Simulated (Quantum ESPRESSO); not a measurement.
## Ni under changes of volume

One of the cells (10.492 Å³/atom); the others are scaled copies at fixed shape and fractional positions:

```
Ni
1.0
     0.00000    1.73757    1.73757
     1.73757    0.00000    1.73757
     1.73757    1.73757    0.00000
Ni
1
Cartesian
  0.0000 0.0000 0.0000
```

```yaml
Program: Quantum ESPRESSO 7.5
Functional: PBEsol
Dispersion: rVV10
Potentials_or_basis: PseudoDojo 0.4.1 SR PBEsol standard
Cutoff: 1333 eV
Density_cutoff: 5333 eV
k_mesh: 13 × 13 × 13
Occupations: fermi-dirac, width 0.05 eV
Spin: collinear spin, ferromagnetic start
Starting_moments: "[1.0] μB"
```

| volume (Å³/atom) | energy over the lowest point (meV/atom) | pressure (GPa) |
| --- | --- | --- |
| 9.862 | 5.44 | 7.2 |
| 10.072 | 0.00 | 1.5 |
| 10.282 | 1.61 | -3.6 |
| 10.492 | 9.46 | -8.1 |
| 10.702 | 22.85 | -12.1 |
| 10.912 | 41.15 | -15.6 |
| 11.122 | ? | ? |

Problem. What does the run at 11.122 Å³/atom give?

Solution. Energy over the lowest point 63.80 meV/atom; pressure -18.7 GPa.

Worked out: A Birch-Murnaghan fit of order 3 (a polynomial in V^(-2/3)) to the other rows has its minimum at 10.13 Å³/atom with B0 = V·E''(V) = 251 GPa and B' = 4.8. It gives 63.80 meV/atom at 11.122 Å³/atom, against the run's 63.80, and -dE/dV = -18.8 GPa, against -18.7.

Energies are extrapolated to zero smearing.

Caveats: rVV10's parameter b was fitted to another functional.
